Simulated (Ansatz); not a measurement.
# Tm (Im-3m) in Ansatz: single point with RPBE

Aim: the single point of Tm with RPBE.

Everything below comes from runs of Ansatz 0.2.0. Logs are shortened: lines on timing, memory, paths and dates and some standing lists are left out, and cuts for length are marked.

## Step 1: The crystal as given

The structure is cubic, space group Im-3m (No. 229). Conventional cell: a = 3.941 Å, b = 3.941 Å, c = 3.941 Å, α = 90.00°, β = 90.00°, γ = 90.00°. Around Tm (site symmetry m-3m) lie 8 Tm at 3.41 Å.

This isn't the form of Tm at room conditions, which is hcp.

## Step 2: Single point, RPBE, collinear spin, ferromagnetic start

The input, input.yaml:

```yaml
crystal:
  lattice:
    - [-1.9705499473, 1.9705499473, 1.9705499473]
    - [1.9705499473, -1.9705499473, 1.9705499473]
    - [1.9705499473, 1.9705499473, -1.9705499473]
  atoms:
    - { symbol: Tm, position: [0.0, 0.0, 0.0], spin: 2.0 }
kpoints:
  mp_grid: { grid: [10, 10, 10] }
scf:
  occupations: { method: gaussian, width: 0.1 }
hamiltonian:
  xc: rpbe
  pseudopotentials: { kind: all_electron, lapw: { basis_error: 0.001 } }
magnetization:
  spin_polarized: true
output:
  forces: true
  stress: true
  eigenvalues: true
```

Potentials or basis: all-electron LAPW, scalar-relativistic.

Launch:

```console
$ ansatz run input.yaml --threads 2 --pin off --max-ram 6144MiB --backend cpu --events-out ev --progress --plain --runs-dir out
```

The program printed:

```text
Warning: RAYON_NUM_THREADS=2 ignored (pool sized by the plan → 2); use --threads N
LAPW: plane waves up to 6.786 Å⁻¹, error target 1.0e-3 eV per atom; small_component_spin mean_spin; Tm in spheres of 1.707 Å, 33 of its electrons in bands, Dirac shells [] (how accurate: hamiltonian.pseudopotentials.lapw.basis_error, Limitations)
Engine: ansatz 0.2.0, x86_64-unknown-linux-gnu
Pseudopotentials: kind: all_electron
Pseudopotential: Tm, LAPW, valence charge 33, lapw/all_electron/scalar/gaussian/Tm, Koelling and Harmon's equation, gaussian nucleus
Functional definition: RPBE
  parameter kappa = 0.804
  parameter beta = 0.06672455060314922
  exchange = rpbe_x(kappa = kappa, mu = beta*pi^2/3)
  correlation = pbe_c(beta = beta)
Crystal: 1 atoms, lattice volume = 30.607 Å³
Basis set: ecut = 175.4734195256444 eV, 177 PW (Γ), exchange–correlation at level 2
Bands: 22, of which v1, the nominal top of the filled ones, is band 17 counted from 1 (16 counted from 0)
Symmetry: 48 space group operations
Space group: Im-3m (ITA 229), of the structure as read, at distance tolerance 3.1e-5 Å
Magnetic group: BNS 229.140 (UNI 1642), of the structure as read, at distance tolerance 3.1e-5 Å
k-points: 47 of 1000
Non-local potential: Tm, projectors of the file, none
Initial density: superposition of atomic densities (chi_scale 0.1, normalization cell)
Initial wavefunctions: plane waves of lowest kinetic energy (no species holds an atomic orbital)
Functional: x = rpbe, c = pbe(β = 0.06672455060314922)
iter 1 solved again at ethr=8.53e-4 eV; its pass at ethr=1.00e-1 eV (dr2=2.81e-1 eV) is discarded
SCF iter   1: F=—  HF=-369166.213170 eV  |F-HF|=—  |Δ(HF+E_count)|=         —  Δρ=9.95e-3 (↑9.95e-3 ↓7.54e-3)  dr2=2.39e-2  dr2_m=1.69e-2  M=1.576 μB ∫|m|=1.699 μB  β_m=0.30  ethr=8.53e-4  ⟨swp⟩=2.3  Hψ=12840  notcnv=0
preconditioner: auto → Kerker (q_TF=auto, 2.763 Å⁻¹)  [metal: Δε(μ)=0.026 eV  Ē_g=12.744 eV  σ=0.100 eV  W_gap=0.15  n_scr=12 (ndim 8)  ℏωp=30.8 eV  f_vac=0.000  D(μ)=0.72/eV (n_scr^D=0)]
spin=Collinear: Kerker preconditioning applied to the charge; magnetization (m = ρ↑ − ρ↓) channel mixes plain (no charge-response kernel on spin).
SCF iter   2: F=—  HF=-369164.727117 eV  |F-HF|=—  |Δ(HF+E_count)|=    1.49e0  Δρ=8.66e-3 (↑8.66e-3 ↓6.64e-3)  dr2=1.91e-2  dr2_m=1.29e-2  M=1.496 μB ∫|m|=1.688 μB  β_m=0.65  ethr=7.25e-5  ⟨swp⟩=2.0  Hψ=6072  notcnv=0
SCF iter   3: F=—  HF=-369166.159024 eV  |F-HF|=—  |Δ(HF+E_count)|=    1.43e0  Δρ=4.87e-3 (↑4.41e-3 ↓4.87e-3)  dr2=1.16e-3  dr2_m=5.54e-3  M=1.288 μB ∫|m|=1.562 μB  β_m=0.32  ethr=5.79e-5  ⟨swp⟩=2.0  Hψ=6072  notcnv=0
SCF iter   4: F=—  HF=-369163.430983 eV  |F-HF|=—  |Δ(HF+E_count)|=         —  Δρ=1.02e-3 (↑5.74e-4 ↓1.02e-3)  dr2=2.91e-4  dr2_m=9.33e-5  M=1.225 μB ∫|m|=1.550 μB  β_m=0.67  ethr=3.53e-6  ⟨swp⟩=3.0  Hψ=7154  notcnv=0
Mixer restart at iter 4: flushing history
SCF iter   5: F=—  HF=-369163.643544 eV  |F-HF|=—  |Δ(HF+E_count)|=         —  Δρ=2.13e-2 (↑1.23e-2 ↓2.13e-2)  dr2=1.11e-1  dr2_m=6.06e-2  M=0.491 μB ∫|m|=0.782 μB  β_m=0.67  ethr=8.83e-7  ⟨swp⟩=3.0  Hψ=6541  notcnv=0
Mixer restart at iter 5: flushing history
SCF iter   6: F=—  HF=-369159.507922 eV  |F-HF|=—  |Δ(HF+E_count)|=         —  Δρ=1.16e-2 (↑1.16e-2 ↓5.75e-3)  dr2=2.94e-2  dr2_m=1.31e-2  M=0.422 μB ∫|m|=0.537 μB  β_m=0.67  ethr=8.83e-7  ⟨swp⟩=4.9  Hψ=9325  notcnv=0
Mixer restart at iter 6: flushing history
SCF iter   7: F=—  HF=-369197.044924 eV  |F-HF|=—  |Δ(HF+E_count)|=    3.75e1  Δρ=2.24e-2 (↑1.37e-2 ↓2.24e-2)  dr2=3.50e-1  dr2_m=1.74e-2  M=0.138 μB ∫|m|=0.225 μB  β_m=0.41  ethr=8.83e-7  ⟨swp⟩=4.1  Hψ=8825  notcnv=0  recentre
SCF iter   8: F=—  HF=-369163.086749 eV  |F-HF|=—  |Δ(HF+E_count)|=    3.40e1  Δρ=8.88e-3 (↑7.51e-3 ↓8.88e-3)  dr2=1.91e-3  dr2_m=1.83e-2  M=0.943 μB ∫|m|=1.111 μB  β_m=0.34  ethr=8.83e-7  ⟨swp⟩=4.5  Hψ=8963  notcnv=0
SCF iter   9: F=—  HF=-369163.171589 eV  |F-HF|=—  |Δ(HF+E_count)|=   8.48e-2  Δρ=7.09e-3 (↑6.42e-3 ↓7.09e-3)  dr2=7.12e-4  dr2_m=1.26e-2  M=0.956 μB ∫|m|=1.123 μB  β_m=0.25  ethr=8.83e-7  ⟨swp⟩=3.1  Hψ=6933  notcnv=0
SCF iter  10: F=—  HF=-369163.200385 eV  |F-HF|=—  |Δ(HF+E_count)|=   2.88e-2  Δρ=2.97e-3 (↑2.27e-3 ↓2.97e-3)  dr2=4.73e-4  dr2_m=1.81e-3  M=1.008 μB ∫|m|=1.208 μB  β_m=0.10  ethr=8.83e-7  ⟨swp⟩=3.0  Hψ=6853  notcnv=0
[...]
SCF 1 converged in 21 iterations: F = -369163.326103 eV  dr2 = 9.92e-11
[...]
SCF iter   9: F=—  HF=-369163.170849 eV  |F-HF|=—  |Δ(HF+E_count)|=   8.20e-2  Δρ=6.74e-3 (↑6.14e-3 ↓6.74e-3)  dr2=5.85e-4  dr2_m=1.15e-2  M=0.967 μB ∫|m|=1.118 μB  β_m=0.15  ethr=7.59e-7  ⟨swp⟩=3.1  Hψ=9019  notcnv=0
SCF iter  10: F=—  HF=-369163.190644 eV  |F-HF|=—  |Δ(HF+E_count)|=   1.98e-2  Δρ=3.67e-3 (↑3.09e-3 ↓3.67e-3)  dr2=3.55e-4  dr2_m=3.10e-3  M=1.004 μB ∫|m|=1.173 μB  β_m=0.54  ethr=7.59e-7  ⟨swp⟩=3.0  Hψ=8908  notcnv=0
SCF iter  11: F=—  HF=-369163.260838 eV  |F-HF|=—  |Δ(HF+E_count)|=   7.02e-2  Δρ=2.04e-3 (↑2.04e-3 ↓1.64e-3)  dr2=2.76e-4  dr2_m=9.07e-4  M=1.078 μB ∫|m|=1.295 μB  β_m=0.62  ethr=7.59e-7  ⟨swp⟩=3.0  Hψ=9000  notcnv=0
SCF iter  12: F=—  HF=-369163.290507 eV  |F-HF|=—  |Δ(HF+E_count)|=   2.97e-2  Δρ=1.54e-3 (↑1.54e-3 ↓1.22e-3)  dr2=2.12e-4  dr2_m=5.03e-4  M=1.091 μB ∫|m|=1.322 μB  β_m=0.81  ethr=7.59e-7  ⟨swp⟩=3.0  Hψ=8883  notcnv=0
SCF iter  13: F=—  HF=-369163.320321 eV  |F-HF|=—  |Δ(HF+E_count)|=         —  Δρ=5.55e-4 (↑5.55e-4 ↓3.56e-4)  dr2=1.11e-4  dr2_m=4.35e-5  M=1.108 μB ∫|m|=1.351 μB  β_m=0.90  ethr=6.44e-7  ⟨swp⟩=3.0  Hψ=8944  notcnv=0
the basis was enlarged: its passes take 3.6 MiB over the memory plan, 2 of 2 planned eigensolver slots
SCF iter  14: F=—  HF=-369163.326748 eV  |F-HF|=—  |Δ(HF+E_count)|=   6.43e-3  Δρ=2.89e-4 (↑2.89e-4 ↓1.73e-4)  dr2=7.07e-5  dr2_m=5.38e-6  M=1.121 μB ∫|m|=1.369 μB  β_m=0.95  ethr=3.35e-7  ⟨swp⟩=3.0  Hψ=8917  notcnv=0
SCF iter  15: F=—  HF=-369163.331205 eV  |F-HF|=—  |Δ(HF+E_count)|=   4.46e-3  Δρ=1.11e-4 (↑1.11e-4 ↓8.11e-5)  dr2=1.74e-5  dr2_m=3.58e-7  M=1.141 μB ∫|m|=1.394 μB  β_m=0.98  ethr=2.14e-7  ⟨swp⟩=3.0  Hψ=8909  notcnv=0
SCF iter  16: F=—  HF=-369163.331454 eV  |F-HF|=—  |Δ(HF+E_count)|=   2.49e-4  Δρ=5.56e-5 (↑5.56e-5 ↓4.93e-5)  dr2=4.33e-6  dr2_m=2.16e-7  M=1.146 μB ∫|m|=1.398 μB  β_m=0.99  ethr=5.26e-8  ⟨swp⟩=2.8  Hψ=8237  notcnv=0
SCF iter  17: F=—  HF=-369163.331459 eV  |F-HF|=—  |Δ(HF+E_count)|=   5.29e-6  Δρ=1.67e-5 (↑1.67e-5 ↓1.24e-5)  dr2=4.36e-7  dr2_m=4.18e-9  M=1.148 μB ∫|m|=1.399 μB  β_m=0.99  ethr=1.31e-8  ⟨swp⟩=3.0  Hψ=8096  notcnv=0
iter 18 solved again at ethr=1.26e-10 eV; its pass at ethr=1.32e-9 eV (dr2=4.16e-8 eV) is discarded
SCF iter  18: F=—  HF=-369163.331460 eV  |F-HF|=—  |Δ(HF+E_count)|=   1.41e-6  Δρ=5.93e-6 (↑3.26e-6 ↓5.93e-6)  dr2=4.16e-8  dr2_m=7.72e-10  M=1.148 μB ∫|m|=1.398 μB  β_m=0.87  ethr=1.26e-10  ⟨swp⟩=2.0  Hψ=13413  notcnv=0
SCF iter  19: F=—  HF=-369163.331460 eV  |F-HF|=—  |Δ(HF+E_count)|=   1.50e-7  Δρ=2.16e-6 (↑1.71e-6 ↓2.16e-6)  dr2=3.55e-10  dr2_m=9.99e-10  M=1.148 μB ∫|m|=1.398 μB  β_m=0.93  ethr=1.26e-10  ⟨swp⟩=2.2  Hψ=7976  notcnv=0
SCF iter  20: F=—  HF=-369163.331460 eV  |F-HF|=—  |Δ(HF+E_count)|=   4.75e-8  Δρ=1.07e-6 (↑1.05e-6 ↓1.07e-6)  dr2=1.94e-10  dr2_m=2.80e-10  M=1.148 μB ∫|m|=1.398 μB  β_m=0.93  ethr=2.56e-12 (applied; sched 1.07e-12)  ⟨swp⟩=3.0  Hψ=8656  notcnv=0
SCF iter  21: F=—  HF=-369163.331460 eV  |F-HF|=—  |Δ(HF+E_count)|=   9.72e-9  Δρ=1.28e-6 (↑8.69e-7 ↓1.28e-6)  dr2=2.12e-9  dr2_m=4.63e-11  M=1.148 μB ∫|m|=1.398 μB  β_m=0.89  ethr=2.69e-12 (applied; sched 1.00e-12)  ⟨swp⟩=3.0  Hψ=9114  notcnv=0
SCF iter  22: F=-369163.331460 eV  HF=-369163.331460 eV  |F-HF|=4.69e-8  |Δ(HF+E_count)|=   1.39e-8  Δρ=1.79e-6 (↑9.64e-7 ↓1.79e-6)  dr2=2.01e-9  dr2_m=2.65e-10  M=1.148 μB ∫|m|=1.398 μB  ethr=2.36e-12 (applied; sched 1.00e-12)  ⟨swp⟩=2.3  Hψ=8007  notcnv=0
SCF 2 converged in 22 iterations: F = -369163.331460 eV  dr2 = 2.01e-9
SCF converged after 22 iterations
Magnetization: 1.1476 μB (17.0738 up, 15.9262 down)
Absolute magnetization: 1.3980 μB (∫|ρ↑−ρ↓|)
Spin contamination: 0.0918 ħ² per cell (⟨S²⟩ above its minimum at these occupations)
Per-site moments (μB) at R_I (Å): [(1.2058479191981846, 1.706546288358365)]
Free energy (F): -369163.331460 eV
Harris-Foulkes:  -369163.331460 eV  (|F-HF|=4.69e-8)
Internal energy: -369163.274326 eV  (E = F + TS)
E sigma→0 (E₀):  -369163.302893 eV
Entropy (-TS):   -0.057134 eV (-57.134 meV/atom)
Fermi energy:    14.497580 eV
--- Per-component energies (eV) ---
  E_band       = -1472.807143
  E_kinetic    = 407000.196432
  E_xc         = -7805.714174
  E_electrostatic = -768357.756584  (all electrons and nuclei)
  E_smearing   = -0.057134  (= −TS)
  E_closure    = 0.000000  (closes the sum)
  E_atoms      = -369161.450177  (free atoms, spherical and without spin; not in F)
  Σ components = -369163.331460   (vs F -369163.331460, Δ=0.00e0)
  Basis errors (estimates in eV, not in F): energy 2.6e-4 per atom: plane waves 2.4e-4 (1.3e-4 summed), levels above the bands 0.0e0, relativity 1.2e-7, radial functions 2.3e-5, core shells 8.5e-8; eigenvalues (radial functions only) 1.4e-6; not estimated: angular momenta, meshes, grids; target (lapw.basis_error) 1.0e-3; muffin-tin radii Tm 1.707 Å
--- Forces (eV/Å), atoms counted from 1 ---
  atom   1  Tm    -0.00000000     0.00000000    -0.00000000
  max |Σ_I F_I| component: 2.79e-31 eV/Å
--- Stress (GPa, compression-positive) ---
        4.905975      -0.000000       0.000000
       -0.000000       4.905975      -0.000000
        0.000000      -0.000000       4.905975
  P = ⅓ Tr σ = 4.9060 GPa (49.060 kbar)
--- Band table (eV; the first three rows and the last of 122) ---
  k-point 0 ↑: bands = ["-155.5712", "-155.5712", "-155.5712", "-155.4762", "-155.4762", "-35.9710", "-8.9179", "-8.9179", "-8.9179", "9.2028", "12.8411", "12.8411", "12.8411", "13.3888", "13.3888", "13.3888", "13.4353", "17.4337", "17.4337", "17.4337", "19.6242", "19.6242"]
  k-point 1 ↑: bands = ["-155.5712", "-155.5712", "-155.5712", "-155.4762", "-155.4762", "-35.9669", "-8.9797", "-8.9370", "-8.9182", "9.4942", "12.8428", "12.8454", "12.8489", "13.3792", "13.3847", "13.3848", "13.4209", "17.2025", "17.2939", "17.7422", "19.2997", "19.6239"]
  k-point 2 ↑: bands = ["-155.5712", "-155.5712", "-155.5712", "-155.4762", "-155.4762", "-35.9560", "-9.1373", "-8.9864", "-8.9191", "10.3009", "12.8487", "12.8582", "12.8713", "13.3568", "13.3586", "13.3751", "13.4078", "16.6739", "16.6794", "18.6298", "19.1483", "19.6849"]
  k-point 60 ↓: bands = ["-154.3600", "-154.3600", "-154.3600", "-154.3508", "-154.3508", "-35.3533", "-8.9939", "-8.9939", "-8.9939", "13.4135", "13.4135", "13.7955", "13.9511", "13.9511", "13.9511", "14.5675", "14.5675", "14.5675", "20.8259", "20.8259", "20.8259", "22.0697"]
```

It took 73 s on 2 threads of AMD EPYC, shared host; peak memory 0.42 GiB.

Results:

- Free energy: -369163.3315 eV
- Pressure: 4.9 GPa
- Band gap on the k mesh: none (metal or under the smearing width)
- Net moment: 1.15 μB per cell
- Absolute moment: 1.40 μB per cell
- Site moments: Tm +1.21 μB

Caveat: an open f shell can end in a state above the lowest; the magnetic or orbital state may not be the lowest; spin-orbit coupling is left out, which moves the levels of the heavy elements.
